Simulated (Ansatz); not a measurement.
# Sn: the cost of one run

Method: DFT PBE, scalar-relativistic, plane waves, PAW, in Ansatz 0.2.0.

1 further run of the same task is left out (set aside as unsound or not needed).

## 1. The structure to begin with

The structure is tetragonal, space group I4_1/amd (No. 141). Conventional cell: a = 5.946 Å, b = 5.946 Å, c = 3.214 Å, α = 90.00°, β = 90.00°, γ = 90.00°. Around Sn (site symmetry -4m2) lie 6 Sn at 3.08 to 3.21 Å.

As a file:

```
Sn
1.0
    -2.97295    2.97295    1.60688
     2.97295   -2.97295    1.60688
     2.97295    2.97295   -1.60688
Sn
2
Direct
  0.00000 0.00000 0.00000
  0.75000 0.25000 0.50000
```

It is the result of an earlier relaxation at this level (volume 28.40 Å³/atom; gap on the mesh: none (metal)).

The bulk reference comes from a run made before at the same settings: -6024.1687 eV/atom.

## 2. Cutting the (110) slab

Miller indices refer to the conventional cell of the relaxed bulk, I4_1/amd (No. 141): a = 5.946 Å, b = 5.946 Å, c = 3.214 Å, α = 90.00°, β = 90.00°, γ = 90.00°.

Cut from the relaxed bulk: a (110) slab, 4.2 Å thick as cut, with 15 Å of vacuum; its outer planes are Sn (top) and Sn (bottom).

The slab as cut. Layers, bottom to top:

| plane | atoms per cell | height over the lowest (Å) |
| --- | --- | --- |
| 1 | Sn | 0.00 |
| 2 | Sn | 2.10 |
| 3 | Sn | 4.20 |

## 3. The slab as cut, atoms at the bulk's places

A dipole layer in the vacuum cancels the field that periodic copies would set up if the slab's two faces differ.

Contents of input.yaml:

```yaml
crystal:
  lattice:
    - [3.2137631472, 0.0, 0.0]
    - [-1.6068815736, 4.2043916991, 0.0]
    - [0.0, 0.0, 19.2043916991]
  atoms:
    - { symbol: Sn, position: [0.5, 0.0, 0.3905356711] }
    - { symbol: Sn, position: [0.5, 0.5, 0.5] }
    - { symbol: Sn, position: [0.0, 0.0, 0.6094643289] }
basis:
  ecutwfc: 420
kpoints:
  mp_grid: { grid: [12, 8, 1] }
hamiltonian:
  xc: pbe
scf:
  occupations: { method: gaussian, width: 0.1 }
output:
  forces: true
  stress: true
  eigenvalues: true
efield:
  axis: 3
  dipole_correction: true
```

Run with:

```console
ansatz run input.yaml --threads 1 --pin off --max-ram 2560MiB --backend cpu --events-out ev --progress --plain --runs-dir out
```

**Question.** How long does this run take on 1 thread of Arm Neoverse V2, shared host, and how much memory does it need?

About 20 s, with a peak of 0.54 GiB.
